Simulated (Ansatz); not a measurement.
**Ti started on a Si site and a Si vacancy, 9.41 Å apart on the ideal sites in diamond Si, 63 atoms, charge −1**

All numbers come from Ansatz (PAW, plane waves, no spin–orbit coupling) at the single k point (¼, ¼, ¼) without its symmetry partners. The atoms were relaxed with PBEsol in a fixed cell; other functionals are single points on those atoms unless said otherwise. The valence top and gap of the host come from its small cell on a dense mesh, with the band extrema sought between the mesh points, lined up by the mean potential, PBEsol gap 0.46 eV, r²SCAN gap 0.76 eV. The charge correction uses an assumed dielectric constant of 11.7.

Cell: a = 10.866 Å, b = 10.866 Å, c = 10.866 Å, α = 90.00°, β = 90.00°, γ = 90.00°.

Nearest atoms after relaxation, from the placed atom (for vacancies from the middle of the vacant sites): Si at 2.43 Å, Si at 2.43 Å, Si at 2.43 Å, Si at 2.72 Å, Si at 3.03 Å, Si at 3.12 Å, Si at 3.13 Å.

Chemical potentials μ are those of reference phases of the elements at zero temperature by the same functional (the usual solids, diamond for C, grey Sn, and the molecules H2, N2, O2, F2, Cl2, Br2 and S8).

| functional | E(defect) − E(host) − Σ nμ + q·E_VBM (eV) | monopole (eV) | alignment (eV) | formation energy at E_F = VBM (eV) | moment (μB) | wall time, shared host |
| --- | --- | --- | --- | --- | --- | --- |
| PBEsol | 5.53 | 0.16 | -0.16 | 5.53 | 1.0 | 3 min on NVIDIA H100 (relaxation) |

Task: Estimate the formation energy and moment that r²SCAN gives on these atoms.

Result: 6.29 eV at E_F = VBM (6.29 eV before the monopole term 0.16 eV and the alignment -0.16 eV), moment 1.0 μB.

Task: How does the monopole term follow by hand for this cubic cell?

Result: q²·α·e²/(4πε₀)/(2εL) with the Madelung constant α = 2.837 and e²/4πε₀ = 14.40 eV·Å: 1 × 2.837 × 14.40 / (2 × 11.7 × 10.866) = 0.16 eV.

r²SCAN one-electron levels near the gap (the ten most localised at most), from the host's valence top, not corrected for the charge's images:

```
level (eV)  spin  filling  atoms sharing it  element of the atom with most weight
     -0.20    up     1.00              18.4                                    Si
      0.40  down     0.00               9.7                                    Si
      0.42    up     0.00              13.9                                    Si
      0.45  down     0.00              14.3                                    Si
      0.84    up     0.00              17.2                                    Ti
      0.86  down     0.00              17.9                                    Ti
      0.99    up     0.00               4.8                                    Ti
      1.01  down     0.00               4.8                                    Ti
      1.02    up     0.00               4.6                                    Ti
      1.03  down     0.00               4.8                                    Ti
```

One k point and a cell of this size can leave errors of several tenths of an eV in such numbers.
